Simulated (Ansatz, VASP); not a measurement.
## One calculation of Au, two programs

The input INCAR:

```
PREC = Accurate
ENCUT = 520
EDIFF = 1E-8
ISMEAR = -1
SIGMA = 0.03
LREAL = F
LASPH = T
NELM = 100
ALGO = Normal
ISIF = 2
LWAVE = F
LCHARG = F
GGA = PS
LEFG = T
NBANDS = 18
```

File KPOINTS:

```
regular mesh
0
Gamma
  14 14 8
```

The input POSCAR:

```
Au
1.0
    2.8999984104      0.0000000000      0.0000000000
   -1.4499992052      2.5114722944      0.0000000000
    0.0000000000      0.0000000000      4.8800000000
Au
2
Direct
    0.3333333333      0.6666666667      0.7500000000
    0.6666666667      0.3333333333      0.2500000000
```

Input for Ansatz:

```yaml
crystal:
  lattice:
    - [2.8999984104, 0.0, 0.0]
    - [-1.4499992052, 2.5114722944, 0.0]
    - [0.0, 0.0, 4.88]
  atoms:
    - { symbol: Au, position: [0.3333333333, 0.6666666667, 0.75] }
    - { symbol: Au, position: [0.6666666667, 0.3333333333, 0.25] }
kpoints:
  mp_grid: { grid: [14, 14, 8] }
  band_path:
    path:
      - [0.0, 0.0, 0.0]
      - [0.5, 0.0, 0.0]
      - [0.3333333333, 0.3333333333, 0.0]
      - [0.0, 0.0, 0.0]
      - [0.0, 0.0, 0.5]
      - [0.5, 0.0, 0.5]
      - [0.3333333333, 0.3333333333, 0.5]
      - [0.0, 0.0, 0.5]
      - [0.5, 0.0, 0.5]
    npoints: 14
scf:
  occupations: { method: fermi_dirac, width: 0.03 }
hamiltonian:
  xc: pbesol
  pseudopotentials: { kind: paw }
output:
  forces: true
  stress: true
  eigenvalues: true
  efg: { contact_densities: true }
  populations: true
  bader: true
  dos: { projected: true, de: 0.2, e_range: [-14, 8] }
  write_density: true
  write_potential: true
  elf: true
  volumetric_format: npy
```

Alike in both runs: task electric field gradients; functional PBEsol; k mesh 14 × 14 × 8; occupations fermi-dirac, width 0.03 eV; no spin polarisation.

|  | VASP | Ansatz |
| --- | --- | --- |
| version | VASP 6.6.1 | Ansatz 0.2.0 |
| potentials or method | VASP PAW PBE potentials, release 64 (Au) | PAW with Ansatz's default frozen-core files, scalar-relativistic |
| plane-wave cutoff (eV) | 520 | 420 |
| valence electrons in the cell | 22 | 38 |

```csv
,VASP,Ansatz,Ansatz less VASP
pressure (GPa),-6.6,-6.4,+0.22
largest component of the traceless stress (GPa),0.21,0.20,-0.006
Vzz of the field gradient on the site that differs most (V/Å²),23.0,11.3,-11.69
```

With one functional, cell and mesh, what is left measures potentials, basis and numerics. The two sets of potentials don't hold the same shells in valence. Ansatz warned: «gradients_without_spin_orbit».

Caveats: the PAW data sets were made with another functional, which shifts forces and pressure a little (VASP). The runs have no spin-orbit coupling, so splittings on Au are missing.
